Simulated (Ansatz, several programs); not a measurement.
A 12-atom cell of PtAs2 started from a crystallographic database, relaxed with r2SCAN in Ansatz (plane waves, PAW): the symmetry is Pa-3 (No. 205, cubic); a = 6.009 Å in the conventional setting, 18.08 Å³ an atom. Around As lie 1 As at 2.41 Å and 3 Pt at 2.51 Å; around Pt lie 6 As at 2.51 Å. The cell was then scaled with its shape and fractional coordinates held, which makes it stiffer than a relaxed compression. The values are computed, spin-unpolarised, and not measurements.

| V (Å³/atom) | E (meV/atom) |
| --- | --- |
| 16.999 | 35.21 |
| 17.542 | 8.25 |
| 18.085 | 0.00 |
| 19.170 | 27.73 |

Task: Pass a cubic E = c₀ + c₁u + c₂u² + c₃u³, with u = V − 17.949 Å³, through these points.

Result: c₀ = 0.47, c₁ = -7.218, c₂ = 27.962, c₃ = -3.0847 (meV and Å³).

Task: Where is the minimum, and what bulk modulus follows?

Result: dE/du = 0 at u = +0.132, so V₀ = 18.08 Å³. B = V₀ d²E/dV² = 18.08 × (2c₂ + 6c₃u) = 18.08 × 53.481 = 967 meV/Å³, and 1 meV/Å³ is 0.16022 GPa: 155 GPa. A third-order Birch-Murnaghan fit to all five points gives 18.08 Å³ and 153 GPa.

Task: Predict the energy and the pressure at the withheld volume, 18.627 Å³.

Result: With u = +0.678: E ≈ 7.47 meV and P = −dE/dV ≈ -4.24 GPa. The run gives 7.35 meV and, from its stress, -4.21 GPa.
